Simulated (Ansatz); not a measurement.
# How the conductance of Mg/AlN/Zr changes with thickness, part 4 of 7

Wanted: T(E), the conductance and its decay constant for Mg/AlN/Zr. The lower electrode is Mg hcp(0001), the upper one Zr hcp(0001); the barrier is AlN zinc blende(111) (whole bilayers). In the first transport cell, after relaxation, the nearest pair of electrode and barrier is Mg–N at 2.05 Å, along the normal, at the lower face and Zr–Al at 3.29 Å, at a slant, at the upper one. All share a net of side 3.19 Å, which strains the lower electrode by +0.0 %, the upper one by -1.2 % and the barrier by +2.5 %, against typed lattice constants near PBE's. The first steps treat the bulk electrodes alone.

Ansatz 0.2.0; PBE DFT, plane waves, PAW files (the session's first sound run).

So far, transmission at the Fermi level (a spin, zone mean): step 5 (T(E) of the junction) 0.00589. Also channels of the lower lead: step 5 0.840.

## Step 6: Conductance, atomic planes in the barrier 4, gap between the electrodes 7.91 Å

Level of this step: PBE DFT, plane waves, PAW files; ballistic transmission by layer matching between semi-infinite leads (Ansatz).

System of this step: Mg/AlN/Zr. The cell holds 26 atoms: 11 Mg, 2 N, 2 Al and 11 Zr. Cell: a = 3.190 Å, b = 3.190 Å, c = 73.739 Å, α = 90.0°, β = 90.0°, γ = 120.0°. Regions: left electrode, 11 atoms (11 Mg); barrier, 4 atoms (2 N and 2 Al); right electrode, 11 atoms (11 Zr). Vacuum lies along c.

The conductance needs T(E) within ten thermal energies of the Fermi level, on steps under 1.5 kT, and a finer mesh (30×30), since the current can rest on few wavevectors.

Contents of input.yaml:

```yaml
crystal:
  lattice:
    - [3.19, 0.0, 0.0]
    - [-1.595, 2.7626210381, 0.0]
    - [0.0, 0.0, 73.7390103945]
  atoms:
    - { symbol: Mg, position: [0.0, 0.0, 0.0949293998] }
    - { symbol: Mg, position: [0.33333333, 0.66666667, 0.1299823583] }
    - { symbol: Mg, position: [0.0, 0.0, 0.1650353168] }
    - { symbol: Mg, position: [0.33333333, 0.66666667, 0.2000882752] }
    - { symbol: Mg, position: [0.0, 0.0, 0.2351412337] }
    - { symbol: Mg, position: [0.33333333, 0.66666667, 0.2701941922] }
    - { symbol: Mg, position: [0.0, 0.0, 0.3052471507] }
    - { symbol: Mg, position: [0.33333333, 0.66666667, 0.3403001091] }
    - { symbol: Mg, position: [0.0, 0.0, 0.3753530676] }
    - { symbol: Mg, position: [0.33333333, 0.66666667, 0.4104060261] }
    - { symbol: Mg, position: [0.0, 0.0, 0.443967712] }
    - { symbol: "N", position: [0.0, 0.0, 0.4717128877] }
    - { symbol: Al, position: [0.33333333, 0.66666667, 0.4793702707] }
    - { symbol: "N", position: [0.33333333, 0.66666667, 0.5056207911] }
    - { symbol: Al, position: [0.66666667, 0.33333333, 0.5142635005] }
    - { symbol: Zr, position: [0.0, 0.0, 0.5512695129] }
    - { symbol: Zr, position: [0.66666667, 0.33333333, 0.5857641105] }
    - { symbol: Zr, position: [0.0, 0.0, 0.6212426093] }
    - { symbol: Zr, position: [0.66666667, 0.33333333, 0.6567211082] }
    - { symbol: Zr, position: [0.0, 0.0, 0.692199607] }
    - { symbol: Zr, position: [0.66666667, 0.33333333, 0.7276781059] }
    - { symbol: Zr, position: [0.0, 0.0, 0.7631566047] }
    - { symbol: Zr, position: [0.66666667, 0.33333333, 0.7986351036] }
    - { symbol: Zr, position: [0.0, 0.0, 0.8341136025] }
    - { symbol: Zr, position: [0.66666667, 0.33333333, 0.8695921013] }
    - { symbol: Zr, position: [0.0, 0.0, 0.9050706002] }
kpoints:
  mp_grid: { grid: [12, 12, 1] }
scf:
  occupations: { method: fermi_dirac, width: 0.1 }
  max_iter: 150
hamiltonian:
  xc: pbe
output:
  transmission:
    kmesh: [30, 30]
    e_range: [-0.26, 0.27]
    de: 0.0375
    leads: [[4, 6], [20, 22]]
```

Run with:

```bash
> ansatz run input.yaml --threads 4 --pin off --max-ram 12288MiB --backend cpu --events-out ev --progress --plain --runs-dir out
```

Numbers of over 12 decimals in the logs are rounded to 6 here.

The program printed:

```text
[...]
Crystal: 26 atoms, lattice volume = 649.844 Å³
Basis set: ecut = 420 eV, 12811 PW (Γ)
Bands: 155, of which v1, the nominal top of the filled ones, is band 129 counted from 1 (128 counted from 0)
Symmetry: 6 space group operations
[...]
k-points: 19 of 144 (time reversal used)
[...]
SCF iter   1: F=—  HF=-69030.502205 eV  |F-HF|=—  |Δ(HF+E_count)|=         —  Δρ=7.15e-3  dr2=2.71e2  ethr=1.77e-3  ⟨swp⟩=13.8  Hψ=16148  notcnv=0
[...]
SCF iter   8: F=-69030.133131 eV  HF=-69030.133131 eV  |F-HF|=2.73e-8  |Δ(HF+E_count)|=   2.40e-7  Δρ=1.45e-6  dr2=6.51e-8  ethr=3.88e-11  ⟨swp⟩=12.1  Hψ=9310  notcnv=0
SCF 1 converged in 8 iterations: F = -69030.133131 eV  dr2 = 6.51e-8
[...]
transmission: 556 of 5460 steps passed
transmission: 1096 of 5460 steps passed
[...]
transmission: 5460 of 5460 steps passed
SCF converged after 8 iterations
Free energy (F): -69030.133131 eV
[...]
Internal energy: -69029.490132 eV  (E = F + TS)
E sigma→0 (E₀):  -69029.811632 eV
Entropy (-TS):   -0.642999 eV (-24.731 meV/atom)
Fermi energy:    7.660553 eV
[...]
--- Band table (eV; the first three rows and the last of 19) ---
  k-point 0: bands = [... 125 lower, 7.9790, 8.1292, 8.2044, 8.3499, 8.4111, 8.4905, 8.4905, 8.4933, ... 22 higher]
  k-point 1: bands = [... 125 lower, 7.9697, 8.0245, 8.0887, 8.1042, 8.1222, 8.1935, 8.2518, 8.3032, ... 22 higher]
  k-point 2: bands = [... 125 lower, 7.5423, 7.5765, 7.6169, 7.6562, 7.7685, 7.8599, 7.9457, 8.0393, ... 22 higher]
  k-point 18: bands = [... 125 lower, 7.4017, 7.4312, 7.5919, 7.6688, 7.6696, 7.6860, 7.6981, 7.7169, ... 22 higher]
--- Transmission ---
  basis      : 85 plane waves across, 60 finite elements along
  points     : 91, standing for a mesh of 30 x 30
  filling    : by the input's occupations and mesh, since the crystals that have channels conduct as metals do. If one of these is a semiconductor, that mesh has misplaced its level
[...]
filled         : 41.4 meV under the level at which it is neutral
    channels       : 8.877778e-1 a spin
    conductance    : 7.6490e14 S/m² at 300 K; may be off by some 0.0 % by where its bands' edges are placed, 7.2 % from the k-mesh, 2.0 % from the distance to neutral
    slowest decay  : 0.0150 /Å at (0.3000, 0.0000)
[...]
filled         : 39.1 meV under the level at which it is neutral
    channels       : 6.688889e-1 a spin
[...]
slowest decay  : 0.0280 /Å at (0.2000, 0.2000)
  junction   : crystal 0 to crystal 1, 19.33 to 50.43 Å
    transmission   : 2.821602e-2 a spin
    conductance    : 2.3873e13 S/m² at 300 K (2.3039e13 on every other point, 2.3282e13 on every other energy)
    error estimate : 2.5 % from the energy spacing and 14.6 % from band edges of the leads and from resonances (wavevectors taken as independent; lower de), 8.8 % from the k-mesh, 29.4 % from the steps of its leads' Hamiltonians or their offsets (lay more layers), 9.9 % from the distance to neutral
    resistance     : 4.0418e-2 Ω µm² beyond half of each lead's own
```

It took 6 min on 4 threads of Arm Neoverse V1, shared host; peak memory 2.9 GiB; 17 min of CPU time.

Numbers from this step:

```
free energy                                         : -69030.1331 eV
Fermi energy                                        : 7.661 eV
transmission at the Fermi level (a spin, zone mean) : 0.02822
channels of the lower lead                          : 0.8878
channels of the upper lead                          : 0.6689
ballistic conductance of the lower lead             : 7.65e14 S/m²
potential step in the upper lead                    : 30 meV
ballistic conductance of the upper lead             : 6.08e14 S/m²
junction conductance                                : 2.39e13 S/m²
error estimates by source, in the log's order       : 2.5, 14.6, 8.8, 29.4, 9.9 %
resistance-area product beyond the leads            : 0.04042 Ω um²
```

One spin. Transmission, zone mean against energy, zero at the Fermi level:

```csv
energy (eV),"transmission, zone mean"
-0.260,0.0487
-0.223,0.0442
-0.185,0.0406
-0.147,0.0363
-0.110,0.0331
-0.072,0.0310
-0.035,0.0287
0.003,0.0282
0.040,0.0236
0.077,0.0223
0.115,0.0202
0.152,0.0200
0.190,0.0211
0.228,0.0256
0.265,0.0232
```

One spin. Open channels, zone mean against energy, zero at the Fermi level:

```csv
energy (eV),lower lead,upper lead
-0.260,0.828,0.51
-0.223,0.854,0.503
-0.185,0.874,0.563
-0.147,0.881,0.523
-0.110,0.841,0.55
-0.072,0.854,0.572
-0.035,0.821,0.629
0.003,0.888,0.669
0.040,0.888,0.767
0.077,0.914,0.873
0.115,0.894,1
0.152,0.948,1.17
0.190,0.974,1.25
0.228,0.983,1.33
0.265,0.983,1.38
```

Transmission over k1 and k2. At 0.0025 eV from the Fermi level.

Ten even steps from '_' (0.000) to '@' (0.300), each cell a mean:
```
____________________________________________________________
____________________________________________________________
________________________________________________++++________
________________________________________________==::**______
__________________________________________________::::______
____________________________________________________________
____________________..--==--....____________________________
__________________..==**##%%##**::..________________________
__________________--==@@@@@@@@@@@@++--______________________
__________________..==@@@@%%####@@@@**--____________________
____________________--%%@@%%****##@@@@**::__________________
______________________--%%@@%%####%%@@@@==__________________
______________________..==##@@@@@@@@@@@@==--________________
__________________________--==%%@@@@@@%%==::________________
______________________________::::====--::__________________
__________________________________......____________________
____________________________________________________________
________**==--______________________________________________
________::==**______________________________________________
____________..______________________________________________
____________________________________________________________
____________________________________________________________
```
Columns: k1 (b1) from -0.5 to 0.467; rows upwards: k2 (b2) from -0.5 to 0.467.

G = 2.4e13 S/m² (1/G = 0.0419 Ω µm²). The largest error estimate is 29 %, from the leads' potential steps. In the worse lead the potential repeats within 30 meV, which the program flags as too much for a lead, so G carries that doubt. By hand, Landauer's formula with T at one energy: G = (e²/h) ΣT / A = 3.874e-5 S × 0.0564 / 8.813 Å² = 2.5e13 S/m², with T summed over both spins. The printed value averages T over the Fermi window and is 0.96 times this.

## Step 7: Conductance, 28 atoms

System of this step: Mg/AlN/Zr. The cell holds 28 atoms: 11 Mg, 3 N, 3 Al and 11 Zr. Cell: a = 3.190 Å, b = 3.190 Å, c = 76.257 Å, α = 90.0°, β = 90.0°, γ = 120.0°. Regions: left electrode, 11 atoms (11 Mg); barrier, 6 atoms (3 N and 3 Al); right electrode, 11 atoms (11 Zr). Vacuum lies along c.

Barrier layers are added or taken out in the middle, and the relaxed faces stay.

Contents of input.yaml:

```yaml
crystal:
  lattice:
    - [3.19, 0.0, 0.0]
    - [-1.595, 2.7626210381, 0.0]
    - [0.0, 0.0, 76.2566203128]
  atoms:
    - { symbol: Mg, position: [0.0, 0.0, 0.0917953087] }
    - { symbol: Mg, position: [0.33333333, 0.66666667, 0.1256909948] }
    - { symbol: Mg, position: [0.0, 0.0, 0.159586681] }
    - { symbol: Mg, position: [0.33333333, 0.66666667, 0.1934823671] }
    - { symbol: Mg, position: [0.0, 0.0, 0.2273780533] }
    - { symbol: Mg, position: [0.33333333, 0.66666667, 0.2612737394] }
    - { symbol: Mg, position: [0.0, 0.0, 0.2951694256] }
    - { symbol: Mg, position: [0.33333333, 0.66666667, 0.3290651118] }
    - { symbol: Mg, position: [0.0, 0.0, 0.3629607979] }
    - { symbol: Mg, position: [0.33333333, 0.66666667, 0.3968564841] }
    - { symbol: Mg, position: [0.0, 0.0, 0.429310132] }
    - { symbol: "N", position: [0.0, 0.0, 0.4561393016] }
    - { symbol: Al, position: [0.33333333, 0.66666667, 0.4635438763] }
    - { symbol: "N", position: [0.33333333, 0.66666667, 0.4889277366] }
    - { symbol: Al, position: [0.66666667, 0.33333333, 0.4965784407] }
    - { symbol: "N", position: [0.66666667, 0.33333333, 0.5219427051] }
    - { symbol: Al, position: [0.0, 0.0, 0.5303000757] }
    - { symbol: Zr, position: [0.33333333, 0.66666667, 0.5660843358] }
    - { symbol: Zr, position: [0.0, 0.0, 0.5994400953] }
    - { symbol: Zr, position: [0.33333333, 0.66666667, 0.6337472726] }
    - { symbol: Zr, position: [0.0, 0.0, 0.66805445] }
    - { symbol: Zr, position: [0.33333333, 0.66666667, 0.7023616273] }
    - { symbol: Zr, position: [0.0, 0.0, 0.7366688046] }
    - { symbol: Zr, position: [0.33333333, 0.66666667, 0.770975982] }
    - { symbol: Zr, position: [0.0, 0.0, 0.8052831593] }
    - { symbol: Zr, position: [0.33333333, 0.66666667, 0.8395903367] }
    - { symbol: Zr, position: [0.0, 0.0, 0.873897514] }
    - { symbol: Zr, position: [0.33333333, 0.66666667, 0.9082046913] }
kpoints:
  mp_grid: { grid: [12, 12, 1] }
scf:
  occupations: { method: fermi_dirac, width: 0.1 }
  max_iter: 150
hamiltonian:
  xc: pbe
output:
  transmission:
    kmesh: [30, 30]
    e_range: [-0.26, 0.27]
    de: 0.0375
    leads: [[4, 6], [22, 24]]
```

The program printed:

```text
[...]
Crystal: 28 atoms, lattice volume = 672.031 Å³
Basis set: ecut = 420 eV, 13263 PW (Γ)
Bands: 161, of which v1, the nominal top of the filled ones, is band 133 counted from 1 (132 counted from 0)
Symmetry: 6 space group operations
[...]
k-points: 19 of 144 (time reversal used)
[...]
SCF iter   1: F=—  HF=-69954.580121 eV  |F-HF|=—  |Δ(HF+E_count)|=         —  Δρ=6.48e-3  dr2=2.24e2  ethr=1.77e-3  ⟨swp⟩=13.9  Hψ=17013  notcnv=0
[...]
SCF iter   9: F=-69954.287123 eV  HF=-69954.287123 eV  |F-HF|=2.61e-8  |Δ(HF+E_count)|=   7.89e-8  Δρ=1.29e-6  dr2=5.05e-8  ethr=3.76e-11  ⟨swp⟩=14.9  Hψ=9342  notcnv=0
SCF 1 converged in 9 iterations: F = -69954.287123 eV  dr2 = 5.05e-8
[...]
transmission: 583 of 5733 steps passed
transmission: 1150 of 5733 steps passed
[...]
transmission: 5733 of 5733 steps passed
SCF converged after 9 iterations
Free energy (F): -69954.287123 eV
[...]
Internal energy: -69953.644960 eV  (E = F + TS)
E sigma→0 (E₀):  -69953.966042 eV
Entropy (-TS):   -0.642163 eV (-22.934 meV/atom)
Fermi energy:    7.667822 eV
[...]
--- Band table (eV; the first three rows and the last of 19) ---
  k-point 0: bands = [... 129 lower, 7.9583, 8.1306, 8.2117, 8.3568, 8.4180, 8.4978, 8.4978, 8.5009, ... 24 higher]
  k-point 1: bands = [... 129 lower, 7.9777, 8.0373, 8.0689, 8.1115, 8.1293, 8.2004, 8.2580, 8.3093, ... 24 higher]
  k-point 2: bands = [... 129 lower, 7.5288, 7.5837, 7.6222, 7.6634, 7.7735, 7.8663, 7.9527, 8.0469, ... 24 higher]
  k-point 18: bands = [... 129 lower, 7.4083, 7.4394, 7.5993, 7.6756, 7.6792, 7.6932, 7.7054, 7.7243, ... 24 higher]
--- Transmission ---
  basis      : 85 plane waves across, 63 finite elements along
  points     : 91, standing for a mesh of 30 x 30
[...]
filled         : 41.5 meV under the level at which it is neutral
    channels       : 8.877778e-1 a spin
[...]
slowest decay  : 0.0151 /Å at (0.3000, 0.0000)
[...]
filled         : 39.2 meV under the level at which it is neutral
    channels       : 6.688889e-1 a spin
[...]
slowest decay  : 0.0280 /Å at (0.2000, 0.2000)
  junction   : crystal 0 to crystal 1, 20.52 to 52.95 Å
    transmission   : 6.080596e-3 a spin
[...]
resistance     : 1.8636e-1 Ω µm² beyond half of each lead's own
```

Elapsed: 7.3 min, on 4 threads; peak memory 3.1 GiB.

This step gave:

```
free energy                                         : -69954.2871 eV
Fermi energy                                        : 7.668 eV
transmission at the Fermi level (a spin, zone mean) : 0.006081
potential step in the upper lead                    : 30.2 meV
junction conductance                                : 5.32e12 S/m²
error estimates by source, in the log's order       : 0.6, 19.3, 6.6, 22.4, 9.4 %
resistance-area product beyond the leads            : 0.1864 Ω um²
```

One spin. The transmission, zone mean by energy, zero at the Fermi level:

```csv
energy (eV),"transmission, zone mean"
-0.260,0.0111
-0.223,0.00985
-0.185,0.00900
-0.147,0.00823
-0.110,0.00749
-0.072,0.00680
-0.035,0.00654
0.003,0.00608
0.040,0.00539
0.077,0.00504
0.115,0.00460
0.152,0.00445
0.190,0.00446
0.228,0.00434
0.265,0.00413
```

One spin. Table of open channels, zone mean by energy, zero at the Fermi level:

(Unchanged from step 6.)

Transmission over k1 and k2. At 0.0025 eV from the Fermi level.

Ten even steps from '_' (0.0000) to '@' (0.0827), each cell a mean:
```
____________________________________________________________
____________________________________________________________
________________________________________________....________
________________________________________________..__..______
____________________________________________________________
____________________________________________________________
______________________..::..________________________________
____________________::==++**++==..__________________________
__________________..::##@@@@@@@@##--..______________________
____________________::##@@@@@@@@@@%%++..____________________
____________________::**@@@@%%%%@@@@%%==..__________________
______________________::**@@@@@@@@@@@@##::__________________
________________________::++%%@@@@@@@@##::..________________
__________________________..--**######++::..________________
______________________________....::::::..__________________
____________________________________________________________
____________________________________________________________
________....________________________________________________
__________....______________________________________________
____________________________________________________________
____________________________________________________________
____________________________________________________________
```
Columns: k1 (b1) from -0.5 to 0.467; rows upwards: k2 (b2) from -0.5 to 0.467.

G = 5.3e12 S/m² (1/G = 0.188 Ω µm²), 0.22 times the step before of this kind. The largest error estimate is 22 %, from the leads' potential steps. In the worse lead the potential repeats within 30 meV, which the program flags as too much for a lead, so G carries that doubt.

(Continued in part 5 of 7.)

[Logs are printed without paths, hosts, clocks, repeated set-up lines and the standing remarks that a program may print on its own settings, such as how far it seeks lower states.]

[Hosts, paths, dates, database ids (printed as entryN), source tags and the programs' standing remarks are cut or masked in the printed files.]
